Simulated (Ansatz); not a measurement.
NiO2, 6 atoms in the cell. The structure is hexagonal, space group P6_3/mmc (No. 194). The conventional cell has a = 2.912 Å, b = 2.912 Å, c = 10.555 Å, α = 90.00°, β = 90.00°, γ = 120.00°. Around Ni (site symmetry -3m) lie 6 O at 1.93 Å. O (site symmetry 3m) has 3 Ni at 1.93 Å as nearest neighbours. The cell comes from a database or a generator and needn't be the stable form of this composition.

| Property | Result |
| --- | --- |
| Program | Ansatz 0.2.0 |
| Task | relaxation of cell and atoms |
| Functional | r2SCAN |
| Potentials or basis | Ansatz PAW |
| Cutoff | 500 eV (not typed: the program's choice for these potentials) |
| k mesh | 10 × 10 × 3 |
| Occupations | fermi-dirac, width 0.05 eV |
| Spin | collinear spin, ferromagnetic start |
| Starting moments | [1.0, 1.0, 0.0, 0.0, 0.0, 0.0] μB |

Potentials or basis: Ansatz PAW.

Run with:

```bash
$ ansatz run input.yaml --threads 2 --pin off --max-ram 5632MiB --backend cpu --events-out ev --progress --plain --runs-dir out
```

Hardware: 2 threads of Intel(R) Xeon(R) Processor @ 2.70GHz (shared host).

Q: How long does it take, and how much memory?

A: Run time: 3.3 min on 2 threads of Intel(R) Xeon(R) Processor @ 2.70GHz, on a shared host, peak memory 0.72 GiB. Counts: scf iterations 116, plane waves 1693, k points 28, bands 38, ion steps 8.
